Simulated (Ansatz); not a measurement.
# H-type MoS2 bilayer (3R stacking) in a perpendicular field, part 2 of 4

Aim: how the H-type MoS2 bilayer (3R stacking) screens a field along its normal, and what the field does to its bands. A positive field points along +c.

Ansatz 0.2.0; plane-wave DFT, PBEsol-D3(BJ), Ansatz PAW (the session's first sound run).

So far. Step 2 (Relaxing the slab): The lattice constant a goes from 3.180 to 3.116 Å.

### 3. Atoms held, field 0

A sawtooth potential applies the field, turning back in the middle of the vacuum. With the dipole correction the typed value is the field outside the slab. The induced dipole is small, so the SCF threshold is tight.

The cell differs from the one that the last finished run ended in (c 42.850 → 26.936 Å).

input.yaml reads:

```yaml
crystal:
  lattice:
    - [3.1160014055, 0.0, 0.0]
    - [-1.5580007027, 2.6985363754, 0.0]
    - [0.0, 0.0, 26.9361366832]
  atoms:
    - { symbol: S, position: [0.3333333333, 0.6666666667, 0.3341236387] }
    - { symbol: Mo, position: [0.0, 0.0, 0.3921955236] }
    - { symbol: S, position: [0.3333333333, 0.6666666667, 0.4500964018] }
    - { symbol: S, position: [0.6666666667, 0.3333333333, 0.549880139] }
    - { symbol: Mo, position: [0.3333333333, 0.6666666667, 0.6078629569] }
    - { symbol: S, position: [0.6666666667, 0.3333333333, 0.6658763613] }
kpoints:
  mp_grid: { grid: [18, 18, 1] }
  band_path:
    path: [[0, 0, 0], [0.5, 0, 0], [0.33333333, 0.33333333, 0], [0, 0, 0]]
    npoints: 16
hamiltonian:
  xc: pbesol
  dispersion: d3bj
scf:
  occupations: { method: fermi_dirac, width: 0.02585 }
  convergence: { dr2_threshold: 1.0e-10 }
efield:
  axis: 3
  dipole_correction: true
  ramp_position: 0.97
  ramp_width: 0.06
  amplitude: 0
output:
  dos: { projected: true, e_range: [-6, 5] }
  bader: true
  write_potential: true
  write_density: true
  volumetric_format: npy
  elf: true
```

Started as:

```console
$ ansatz run input.yaml --threads 4 --pin off --max-ram 6144MiB --backend cpu --events-out ev --progress --plain --runs-dir out
```

Numbers of over 12 decimals in the logs are rounded to 6 here.

Output:

```text
[...]
Crystal: 6 atoms, lattice volume = 226.496 Å³
Basis set: ecut = 420 eV, 4399 PW (Γ)
Bands: 32, of which v1, the nominal top of the filled ones, is band 26 counted from 1 (25 counted from 0)
Symmetry: 6 space group operations
[...]
k-points: 37 of 324 (time reversal used)
[...]
SCF iter   1: F=—  HF=-13342.203039 eV  |F-HF|=—  |Δ(HF+E_count)|=         —  Δρ=4.97e-3  dr2=1.21e-1  ethr=1.77e-3  p=-0.003 e·Å  D=-2.15e-3 V/Å  ΔV_dip=0.06 eV  dr2_dipole=2.79e-3  V_vac-E_F(+/−)=4.81/4.75 eV  ⟨swp⟩=11.0  Hψ=7097  notcnv=0
efield: sawtooth ramp at fractional position 0.9700 (set: `efield.ramp_position`, or a place that a band, a saddle search or an elastic batch's reference lends), width 0.0600; the density the first Hamiltonian is built on has a dipole p = -0.003 e·Å; the dipole correction subtracts the counter field D = -2.15e-3 V/Å, which shifts the + side's vacuum level by +0.06 eV against the − side's; the planar-averaged density in the ramp window peaks in size at 1.6e-5 e/Å³
[...]
SCF iter   2: F=—  HF=-13342.201250 eV  |F-HF|=—  |Δ(HF+E_count)|=   1.79e-3  Δρ=2.92e-3  dr2=4.22e-2  ethr=2.32e-4  p=0.007 e·Å  D=5.37e-3 V/Å  ΔV_dip=-0.14 eV  dr2_dipole=4.80e-4  V_vac-E_F(+/−)=4.81/4.95 eV  ⟨swp⟩=3.5  Hψ=2242  notcnv=0  defer=53
[...]
SCF iter  13: F=-13342.200968 eV  HF=-13342.200968 eV  |F-HF|=1.64e-11  |Δ(HF+E_count)|=  6.00e-11  Δρ=7.02e-8  dr2=1.47e-11  ethr=1.00e-12  p=0.005 e·Å  D=4.34e-3 V/Å  ΔV_dip=-0.12 eV  dr2_dipole=4.86e-13  V_vac-E_F(+/−)=4.69/4.81 eV  ⟨swp⟩=9.1  Hψ=3575  notcnv=0
SCF 1 converged in 13 iterations: F = -13342.200968 eV  dr2 = 1.47e-11
[...]
NSCF: frozen V_eff on 49 k-points
efield: sawtooth ramp at fractional position 0.9700 (kept from the solve that this one continues, or follows in the run), width 0.0600; the density the first Hamiltonian is built on has a dipole p = 0.005 e·Å; the dipole correction subtracts the counter field D = 4.34e-3 V/Å, which shifts the + side's vacuum level by -0.12 eV against the − side's; the planar-averaged density in the ramp window peaks in size at 3.1e-7 e/Å³
WARN: The output density's exchange-correlation potential varies sharply where the density is thin. Do not read a vacuum level from v_tot or v_xc, or from such a field of the output density. On a cell that repeats whose density bears no net charge and no dipole along the vacuum's axis use v_es (v_loc + v_h of the components); under efield.dipole_correction with no amplitude use v_es + v_field, which holds any externa [...]
SCF converged after 13 iterations
Free energy (F): -13342.200968 eV
[...]
Internal energy: -13342.200968 eV  (E = F + TS)
E sigma→0 (E₀):  -13342.200968 eV
Fermi energy:    2.850925 eV
Dipole field:    D = 0.004340 V/Å  (p = 0.005433 e·Å, saw-weighted, corrected)
Work function:   Φ+ = 4.6945 eV   Φ− = 4.8114 eV
Levels:          The Fermi level and band energies are counted from a zero that moves with the ramp; work functions are not
[...]
--- Band table (eV; the first three rows and the last of 37) ---
  k-point 0: bands = [... 22 lower, 0.2787, 0.4097, 1.2879, 2.3832, 4.4957, 4.4957, 4.6330, 4.6330, ... 2 higher]
  k-point 1: bands = [... 22 lower, 0.2915, 0.6564, 1.2887, 2.2976, 4.4464, 4.5564, 4.5570, 4.6833, ... 2 higher]
  k-point 2: bands = [... 22 lower, 0.3594, 0.8297, 1.2658, 2.0274, 4.3170, 4.3426, 4.4435, 4.4927, ... 2 higher]
  k-point 36: bands = [... 22 lower, -0.6899, -0.4229, 1.5954, 1.7276, 3.4976, 3.6002, 4.5407, 4.5996, ... 2 higher]
--- Bader charges: 6 sites ---
  site symbol  charge [e]  shift [e]
     0      S     -0.5912     0.0011
     1     Mo      1.1791     0.0023
     2      S     -0.5909     0.0012
     3      S     -0.5846     0.0012
     4     Mo      1.1783     0.0023
     5      S     -0.5907     0.0012
  estimated error of the sums over rays = 3.7e-4 e
```

Elapsed: 25 s, on 4 threads of Arm Neoverse V1, shared host; peak memory 0.66 GiB; 97 s of CPU time.

In the SCF lines HF is the Harris–Foulkes energy and dr2 the Hartree energy of the density residual, in eV; the loop may stop once dr2 is under the threshold and the program's other checks hold. Hψ counts applications of the Hamiltonian.

Numbers from this step:

| Item | Value |
| --- | --- |
| gap on the k-mesh | 0.9934 eV |
| dipole along the normal | 0.005433 e·Å |
| gap along the path | 0.9833 eV |
| smallest direct gap along the path | 1.770 eV |
| step between the vacuum levels | -0.1169 eV |
| ionisation energy, upper face | 5.162 eV |
| electron affinity, upper face | 4.179 eV |
| ionisation energy, lower face | 5.279 eV |
| gap, the smaller of path and mesh | 0.9833 eV |

Running mean over a fixed 2.7 Å (it still follows the layers) of the planar mean; the ramp of the sawtooth is left out. Electron's electrostatic potential energy less the Fermi level against z:

```
z (Å)  electron's electrostatic potential energy less the Fermi level (eV)
  3.5                                                                 4.81
  4.0                                                                 4.81
  4.5                                                                 4.81
  5.0                                                                 4.81
  5.5                                                                 4.80
  6.0                                                                 4.78
  6.5                                                                 4.65
  7.0                                                                 4.03
  7.5                                                                 2.02
  8.0                                                               -0.614
  8.5                                                                -3.03
  9.0                                                                -6.40
  9.5                                                                -10.6
 10.0                                                                -12.4
 10.5                                                                -12.3
 11.0                                                                -12.4
 11.5                                                                -11.5
 12.0                                                                -7.60
 12.5                                                                -4.02
 13.0                                                                -2.67
 13.5                                                                -2.46
 14.0                                                                -2.78
 14.5                                                                -4.44
 15.0                                                                -8.24
 15.5                                                                -11.8
 16.0                                                                -12.5
 16.5                                                                -12.4
 17.0                                                                -12.5
 17.5                                                                -10.3
 18.0                                                                -6.01
 18.5                                                                -2.83
 19.0                                                               -0.396
 19.5                                                                 2.22
 20.0                                                                 4.05
 20.5                                                                 4.57
 21.0                                                                 4.67
 21.5                                                                 4.69
 22.0                                                                 4.69
 22.5                                                                 4.69
 23.0                                                                 4.69
 23.5                                                                 4.69
```

The density of states has structure finer than the step of the table below, so its rows give means over 0.2 eV, whole bins alone (the curve runs from -6 to 1.58 eV). Peaks (eV: height): -4.95: 8.91, -4.35: 13.8, -3.16: 9.38, -2.06: 9.46, 1.11: 8.86, 1.33: 19.5, 1.53: 9.01.

The density of states by energy, zero at the Fermi level of the run, which the smearing sets inside the gap; means over each step:

```
energy (eV)  density of states (states/eV a cell)
       -5.8                                  1.48
       -5.6                                  2.40
       -5.4                                  4.51
       -5.2                                  6.53
       -5.0                                  6.10
       -4.8                                  3.43
       -4.6                                  5.94
       -4.4                                  8.66
       -4.2                                  5.33
       -4.0                                  3.43
       -3.8                                  3.14
       -3.6                                  3.31
       -3.4                                  4.49
       -3.2                                  6.62
       -3.0                                  6.98
       -2.8                                  4.97
       -2.6                                  4.51
       -2.4                                  4.56
       -2.2                                  3.23
       -2.0                                  7.77
       -1.8                                  5.14
       -1.6                                  4.36
       -1.4                                  2.01
       -1.2                                 0.759
       -1.0                                 0.268
       -0.8                                 0.255
       -0.6                                 0.250
       -0.4                                0.0166
       -0.2                                     0
        0.0                                     0
        0.2                                     0
        0.4                                     0
        0.6                                  1.50
        0.8                                  3.72
        1.0                                  4.55
        1.2                                  6.90
        1.4                                  9.41
```

Projected DOS per atom over height of the atomic layer and energy from the Fermi level. Layers: S Mo S S Mo S from below.

Ten even steps from '0' (0.00 states/eV) to '9' (2.72 states/eV), each cell a mean:
```
392293
151171
010131
000000
000000
000000
000000
000000
020010
151141
342262
312212
423313
444434
121323
121121
232222
443343
332223
333334
112222
100000
```
Columns: height of the atomic layer (Å) from 9 to 17.9 (not evenly spaced); rows upwards: energy from the Fermi level (eV) from -5.96 to 1.51.

Electronic bands along the path, in eV, zero at the Fermi level of the run, which the smearing sets inside the gap:

```
  point  band 23  band 24  band 25  band 26  band 27  band 28  band 29  band 30
      Γ    -2.57    -2.44    -1.56    -0.47     1.64     1.64     1.78     1.78
halfway    -2.83    -2.32    -2.08    -1.89     0.82     1.17     1.31     1.42
      M    -2.17    -1.96    -1.94    -1.81     1.24     1.35     1.67     1.88
halfway    -3.24    -3.03    -1.57    -1.41     1.10     1.21     1.94     2.14
      K    -3.54    -3.27    -1.26    -1.12     0.65     0.75     1.69     1.75
halfway    -2.36    -2.14    -2.06    -1.97     0.53     0.97     1.39     1.41
      Γ    -2.57    -2.44    -1.56    -0.47     1.64     1.64     1.78     1.78
```

ELF in the ca plane at fractional y = 0.667, with atoms of S and Mo within 0.2 Å of it. It is the smooth field of the valence electrons, not physical close to the nuclei.

Ten even steps from '0' (0.00) to '9' (0.93), each cell a mean:
```
00000000000000000112331243123320047887532357
00000000000000000012221243122210047887532357
00000000000000013567774222367763025676323236
00000000000000147998787412688898202343367633
00000000000001368996147523762399500122675762
00000000000001369995147523751399500122675762
00000000000000257998787413687798301332367632
00000000000000013678875222468874114675223235
```
Columns run along c (16.0 Å, from fractional 0.07 to 0.66 of the cell), rows up along a (3.1 Å). Atoms in or near the plane, at fractional coordinates: S at (0.33, 0.33), S at (0.45, 0.33), Mo at (0.61, 0.33).

Electrostatic potential energy in the ca plane at fractional y = 0.667, with atoms of S and Mo within 0.2 Å of it. With pseudopotentials it is smooth inside the atoms' cores, unlike the true potential.

Ten even steps from '0' (-45 eV) to '9' (8 eV), each cell a mean:
```
99999999999999999999988655789999998778888888
99999999999999999999988655789999998778888888
99999999999999999998788777887889999888866688
99999999999999999973247888753368999998510158
99999999999999999841215888622227999997200027
99999999999999999842314898622227999997200027
99999999999999999973236888742258999998400048
99999999999999999997778777887789999888765678
```
Columns run along c (16.0 Å, from fractional 0.07 to 0.66 of the cell; values clipped at the 3rd and 97th percentile), rows up along a (3.1 Å). Atoms in or near the plane, at fractional coordinates: S at (0.33, 0.33), S at (0.45, 0.33), Mo at (0.61, 0.33).

Valence density in the ca plane at fractional y = 0.667, with atoms of S and Mo within 0.2 Å of it. It is the smooth field of the valence electrons, not physical close to the nuclei.

Values in e/Å³, 5 rows by 16 columns, each cell a mean:
```
0.0 0.0 0.0 0.0 0.0 0.0 0.1 0.2 0.6 0.6 0.2 0.1 0.3 0.5 0.3 0.4
0.0 0.0 0.0 0.0 0.0 0.0 0.1 0.5 0.5 0.5 0.5 0.2 0.2 0.5 0.7 0.5
0.0 0.0 0.0 0.0 0.0 0.0 0.5 0.9 0.5 0.6 0.9 0.5 0.1 0.4 4.1 1.7
0.0 0.0 0.0 0.0 0.0 0.0 0.6 0.8 0.6 0.6 0.8 0.6 0.1 0.5 5.2 2.2
0.0 0.0 0.0 0.0 0.0 0.0 0.3 0.7 0.5 0.5 0.7 0.2 0.2 0.4 1.4 0.7
```
Columns run along c (16.0 Å, from fractional 0.07 to 0.66 of the cell), rows up along a (3.1 Å). Atoms in or near the plane, at fractional coordinates: S at (0.33, 0.33), S at (0.45, 0.33), Mo at (0.61, 0.33).

The gap is 0.98 eV, with the valence edge 5.16 eV and the conduction edge 4.18 eV under the upper vacuum level.

### 4. Single point, field 0.1 V/Å

input.yaml: that of step 3 with these lines changed.

```diff
@@ -28,6 +28,4 @@
   ramp_width: 0.06
-  amplitude: 0
+  amplitude: 0.1
 output:
-  dos: { projected: true, e_range: [-6, 5] }
-  bader: true
   write_potential: true
@@ -35,2 +33 @@
   volumetric_format: npy
-  elf: true
```

Output:

```text
[...]
Crystal: 6 atoms, lattice volume = 226.496 Å³
Basis set: ecut = 420 eV, 4399 PW (Γ)
Bands: 32, of which v1, the nominal top of the filled ones, is band 26 counted from 1 (25 counted from 0)
Symmetry: 6 space group operations
[...]
k-points: 37 of 324 (time reversal used)
[...]
k-point 0: bands = [... 22 lower, 0.2491, 0.4086, 1.2889, 2.3810, 4.5063, 4.5063, 4.6332, 4.6332, ... 2 higher]
  k-point 1: bands = [... 22 lower, 0.2929, 0.6526, 1.2895, 2.2953, 4.4624, 4.5529, 4.5634, 4.6909, ... 2 higher]
  k-point 2: bands = [... 22 lower, 0.3627, 0.8269, 1.2667, 2.0243, 4.3329, 4.3635, 4.4150, 4.5030, ... 2 higher]
  k-point 36: bands = [... 22 lower, -0.6577, -0.4464, 1.6273, 1.6954, 3.5294, 3.5680, 4.5727, 4.5784, ... 2 higher]
[key lines of the parts left out:]
SCF converged after 16 iterations
Free energy (F): -13342.203904 eV
Fermi energy:    2.853936 eV
Dipole field:    D = 0.042576 V/Å  (p = 0.053292 e·Å, saw-weighted, corrected)
```

Elapsed: 17 s, on 4 threads; peak memory 0.64 GiB; 66 s of CPU time.

The dipole is 0.0533 e·Å, 0.0479 e·Å from its value without field, and the gap 0.993 eV.

### 5. Single point, field -0.1 V/Å

input.yaml: that of step 4 with these lines changed.

```diff
@@ -28,3 +28,3 @@
   ramp_width: 0.06
-  amplitude: 0.1
+  amplitude: -0.1
 output:
```

Output:

```text
[...]
Crystal: 6 atoms, lattice volume = 226.496 Å³
Basis set: ecut = 420 eV, 4399 PW (Γ)
Bands: 32, of which v1, the nominal top of the filled ones, is band 26 counted from 1 (25 counted from 0)
Symmetry: 6 space group operations
[...]
k-points: 37 of 324 (time reversal used)
[...]
k-point 0: bands = [... 22 lower, 0.3099, 0.4092, 1.2875, 2.3859, 4.4756, 4.4756, 4.6338, 4.6338, ... 2 higher]
  k-point 1: bands = [... 22 lower, 0.2883, 0.6601, 1.2890, 2.3005, 4.4208, 4.5423, 4.5580, 4.6552, ... 2 higher]
  k-point 2: bands = [... 22 lower, 0.3529, 0.8304, 1.2673, 2.0313, 4.2816, 4.3286, 4.4761, 4.4777, ... 2 higher]
  k-point 36: bands = [... 22 lower, -0.7224, -0.3990, 1.5629, 1.7591, 3.4652, 3.6317, 4.5080, 4.6188, ... 2 higher]
[key lines of the parts left out:]
SCF converged after 16 iterations
Free energy (F): -13342.202818 eV
Fermi energy:    2.846105 eV
Dipole field:    D = -0.033896 V/Å  (p = -0.042428 e·Å, saw-weighted, corrected)
```

Elapsed: 17 s, on 4 threads; peak memory 0.64 GiB.

The dipole is -0.0424 e·Å, -0.0479 e·Å from its value without field, and the gap 0.969 eV.

### 6. Single point, field 0.5 V/Å

input.yaml: that of step 5 with these lines changed.

```diff
@@ -28,3 +28,3 @@
   ramp_width: 0.06
-  amplitude: -0.1
+  amplitude: 0.5
 output:
```

Output:

```text
[...]
Crystal: 6 atoms, lattice volume = 226.496 Å³
Basis set: ecut = 420 eV, 4399 PW (Γ)
Bands: 32, of which v1, the nominal top of the filled ones, is band 26 counted from 1 (25 counted from 0)
Symmetry: 6 space group operations
[...]
k-points: 37 of 324 (time reversal used)
[...]
k-point 0: bands = [... 22 lower, 0.3222, 0.3886, 1.2966, 2.3785, 4.4411, 4.4411, 4.6723, 4.6723, ... 2 higher]
  k-point 1: bands = [... 22 lower, 0.2797, 0.6403, 1.3028, 2.2924, 4.3846, 4.5163, 4.5783, 4.6450, ... 2 higher]
  k-point 2: bands = [... 22 lower, 0.3435, 0.7987, 1.2913, 2.0211, 4.2139, 4.3362, 4.4647, 4.5113, ... 2 higher]
  k-point 36: bands = [... 22 lower, -0.5332, -0.5321, 1.5611, 1.7477, 3.4332, 3.6495, 4.4762, 4.6935, ... 2 higher]
[key lines of the parts left out:]
SCF converged after 15 iterations
Free energy (F): -13342.263530 eV
Fermi energy:    2.845279 eV
Dipole field:    D = 0.195656 V/Å  (p = 0.244902 e·Å, saw-weighted, corrected)
```

It took 17 s on 4 threads; peak memory 0.65 GiB.

The dipole is 0.245 e·Å, 0.239 e·Å from its value without field, and the gap 0.980 eV.

### 7. Atoms held, field -0.3 V/Å

input.yaml: that of step 6 with these lines changed.

```diff
@@ -28,4 +28,6 @@
   ramp_width: 0.06
-  amplitude: 0.5
+  amplitude: -0.3
 output:
+  dos: { projected: true, e_range: [-6, 5] }
+  bader: true
   write_potential: true
@@ -33 +35,2 @@
   volumetric_format: npy
+  elf: true
```

Output:

```text
[...]
Crystal: 6 atoms, lattice volume = 226.496 Å³
Basis set: ecut = 420 eV, 4399 PW (Γ)
Bands: 32, of which v1, the nominal top of the filled ones, is band 26 counted from 1 (25 counted from 0)
Symmetry: 6 space group operations
[...]
k-points: 37 of 324 (time reversal used)
[...]
k-point 36: bands = [... 22 lower, -0.7883, -0.3499, 1.4962, 1.8200, 3.3986, 3.6924, 4.4409, 4.6500, ... 2 higher]
--- Bader charges: 6 sites ---
  site symbol  charge [e]  shift [e]
     0      S     -0.5781     0.0012
     1     Mo      1.1793     0.0023
     2      S     -0.5966     0.0012
     3      S     -0.5788     0.0012
     4     Mo      1.1780     0.0023
     5      S     -0.6037     0.0011
  estimated error of the sums over rays = 3.9e-4 e
[key lines of the parts left out:]
SCF converged after 15 iterations
Free energy (F): -13342.220879 eV
Fermi energy:    2.831798 eV
Dipole field:    D = -0.110401 V/Å  (p = -0.138189 e·Å, saw-weighted, corrected)
```

It took 26 s on 4 threads; peak memory 0.65 GiB; 1.7 min of CPU time.

The dipole is -0.138 e·Å, -0.144 e·Å from its value without field, and the gap 0.929 eV.

(Continued in part 3 of 4.)

[Logs are printed without paths, hosts, clocks, repeated set-up lines and the standing remarks that a program may print on its own settings, such as how far it seeks lower states.]

[Hosts, paths, dates, database ids (printed as entryN), source tags and the programs' standing remarks are cut or masked in the printed files.]

[Maps of the electrostatic potential energy from Ansatz leave out the sawtooth potential of an applied field or a dipole correction, so their vacuum need not be flat; planar profiles and work functions include it.]

[The density of states shown here was stored with 400 of the rows of the run's finer table, so its peaks can read low, often by over a quarter, or be missed, and its means over a window can be off by a tenth or more.]
